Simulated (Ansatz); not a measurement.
BeTe in the zincblende structure was relaxed with r2SCAN, strained in 2 ways (changes of length per length), its atoms relaxed again with r2SCAN, and run with r2SCAN in Ansatz. Spin-unpolarised throughout; all numbers are computed.

Uniaxial -4.77 % along x, other directions held. Input:
```yaml
crystal:
  lattice:
    - [0.0, 2.8286236287, 2.8286236287]
    - [2.6936982816, 0.0, 2.8286236287]
    - [2.6936982816, 2.8286236287, 0.0]
  atoms:
    - { symbol: Be, position: [0.0, 0.0, 0.0] }
    - { symbol: Te, position: [0.25, 0.25, 0.25] }
kpoints:
  mp_grid: { grid: [8, 8, 8] }
  band_path:
    path:
      - [0.0, 0.0, 0.0]
      - [-0.5, -0.5, 0.0]
      - [-0.375, -0.375, 0.25]
      - [-0.375, 0.0, 0.375]
      - [0.0, 0.0, 0.5]
      - [-0.5, -0.25, 0.25]
      - [0.0, 0.5, 0.5]
    npoints: 1
hamiltonian:
  xc: r2scan
scf:
  occupations: { method: fixed }
  n_extra_bands: 4
output:
  forces: true
  stress: true
  eigenvalues: true
```

Main results, then levels in eV from the Fermi energy at the points of the path (names of the unstrained zone, bands numbered from 0):
```
Crystal: 2 atoms, lattice volume = 43.105 Å³
Basis set: ecut = 500 eV, 1081 PW (Γ)
Symmetry: 8 space group operations
Space group: I-4m2 (ITA 119)
k-points: 59 of 512 (time reversal used)
Free energy (F): -7089.055597 eV
Fermi energy:    7.911499 eV
--- Stress (GPa, compression-positive) ---
        5.108006       0.000000       0.000000
        0.000000       2.206394       0.000000
        0.000000       0.000000       2.206394
  P = ⅓ Tr σ = 3.1736 GPa (31.736 kbar)
```
```tsv
point	band_4	band_5	band_6	band_7	band_8	band_9	band_10	band_11
Γ	-37.259	-13.211	-0.258	-0.258	0.000	3.772	3.867	3.867
X	-37.257	-11.174	-5.806	-2.971	-2.873	2.214	2.928	10.423
U	-37.258	-11.167	-5.393	-4.368	-2.474	3.008	5.846	8.349
K	-37.258	-11.167	-5.393	-4.368	-2.474	3.008	5.846	8.349
L	-37.259	-11.673	-6.167	-1.619	-1.184	3.386	4.670	5.120
W	-37.258	-11.121	-5.164	-4.162	-3.678	5.953	6.285	6.551
(0,1/2,1/2)	-37.262	-10.957	-5.512	-3.288	-3.288	1.850	2.489	10.706
```

r2SCAN gives an indirect gap of 1.85 eV, from Γ to k = (0, 1/2, 1/2); the least direct gap is 3.77 eV at Γ. With the atoms held, the mean pressure is +3.17 GPa (compression positive).

Task: Isotropic -1.56 % on every length gives these blocks instead:
```yaml
crystal:
  lattice:
    - [0.0, 2.7844971001, 2.7844971001]
    - [2.7844971001, 0.0, 2.7844971001]
    - [2.7844971001, 2.7844971001, 0.0]
  atoms:
    - { symbol: Be, position: [0.0, 0.0, 0.0] }
    - { symbol: Te, position: [0.25, 0.25, 0.25] }
```
What comes out?

Result:
```
Crystal: 2 atoms, lattice volume = 43.179 Å³
Basis set: ecut = 500 eV, 1067 PW (Γ)
Symmetry: 24 space group operations
Space group: F-43m (ITA 216)
k-points: 29 of 512 (time reversal used)
Free energy (F): -7089.070193 eV
Fermi energy:    7.715992 eV
--- Stress (GPa, compression-positive) ---
        3.067793       0.000000       0.000000
        0.000000       3.067793       0.000000
        0.000000       0.000000       3.067793
  P = ⅓ Tr σ = 3.0678 GPa (30.678 kbar)
```
```tsv
point	band_4	band_5	band_6	band_7	band_8	band_9	band_10	band_11
Γ	-37.091	-13.030	0.000	0.000	0.000	3.991	3.991	3.991
X	-37.088	-10.929	-5.533	-2.877	-2.877	2.258	2.946	10.838
U	-37.089	-10.956	-5.146	-4.201	-2.428	3.026	5.785	8.703
K	-37.089	-10.956	-5.146	-4.201	-2.428	3.026	5.785	8.703
L	-37.090	-11.499	-5.989	-1.230	-1.230	3.646	5.012	5.012
W	-37.089	-10.889	-4.955	-4.008	-3.470	5.709	6.069	6.296
(0,1/2,1/2)	-37.088	-10.929	-5.533	-2.877	-2.877	2.258	2.946	10.838
```
r2SCAN gives an indirect gap of 2.26 eV, from Γ to X; the least direct gap is 3.99 eV at Γ. The mean pressure is +3.07 GPa (compression positive), so r2SCAN would enlarge the cell's volume.

Spin-orbit coupling is left out, which matters wherever the heavy atoms make up the band edges.
